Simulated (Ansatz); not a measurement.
**Ag2O: strain energy, fitted**

Ag2O, Pn-3m, a = 4.812 Å. Ansatz: PBE, PAW, 420 eV, Γ-centred 8×8×8 mesh on 6 atoms, Gaussian smearing 0.10 eV; no spin polarisation. Series: equal strain along all axes, cell held, atoms fixed by symmetry; x is the strain in per cent. y is the free energy over the unstrained cell, V0 = 18.571 Å³/atom.

| x (%) | y (meV/atom) |
| --- | --- |
| -6.0 | 171.36 |
| -4.0 | 69.66 |
| -2.0 | 15.97 |
| 0.0 | 0.00 |
| 2.0 | 13.40 |
| 4.0 | 49.46 |
| 6.0 | ? |

Q: Fit y = c2 x² + c3 x³ to the other rows, turn c2 into a modulus, and predict the missing energy.

A: Least squares on the rows shown. y = 3.7442 x² − 0.16756 x³. In eV per unit strain² c2 is 37.44; the stiffness is B for this strain (E = 9/2 B V0 ε², shape held): 2 × 37.44 × 160.2 / (9 × 18.571) = 72 GPa. At x = 6.0 the fit asked for gives 98.60 meV/atom. The run gave 102.86 meV/atom, so the fit is 4.26 meV/atom too low, 2.5 % of the span of the series, against an rms of 0.52 meV/atom on the fitted rows. The row lies outside the fitted range. With a term in x⁴ added, a fit to the same known rows predicts 103.15 meV/atom, so most of the miss is curvature that the known rows already hold.

Cost: 7 runs of about 0.99 core-minutes in all, on Arm Neoverse V2 (shared hosts).